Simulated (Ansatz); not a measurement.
Consider BaSnO3 in the cubic perovskite structure (space group Pm-3m, No. 221; a = 4.122 Å). Axes: x, y, z lie along the cube axes.

Method: PBEsol (Ansatz, an electronic-structure program; PAW; 420 eV plane waves; without spin-orbit coupling).

Strains are applied to the cell and any free atomic positions relax; under biaxial strain the out-of-plane vector relaxes too; under stress the whole cell relaxes.

One change was made to it. Results:

```csv
quantity,base,after
energy relative to the base (free energy F),0 meV/atom,+19 meV/atom
band gap,0.86 eV,1.26 eV
electron mass,0.16 mₑ (at Γ),0.19 mₑ (at Γ)
```

Task: Name the change that was made.
(A) biaxial strain +0.21 %, plane normal [110], relaxed out of plane
(B) strain tensor (xx, yy, zz, yz, xz, xy) = (+0.24, −2.41, −1.39, +0.98, +0.15, +1.67) %
(C) uniaxial stress, 8 GPa compression along z

Result: B, strain tensor (xx, yy, zz, yz, xz, xy) = (+0.24, −2.41, −1.39, +0.98, +0.15, +1.67) %. For comparison, the band gap in the other runs: biaxial strain +0.21 %, plane normal [110], relaxed out of plane gives 0.82 eV; uniaxial stress, 8 GPa compression along z gives 1.04 eV.

Effective masses come from finite differences of ±0.01 Å⁻¹. Beyond what the load breaks, stability against distortions was not tested.
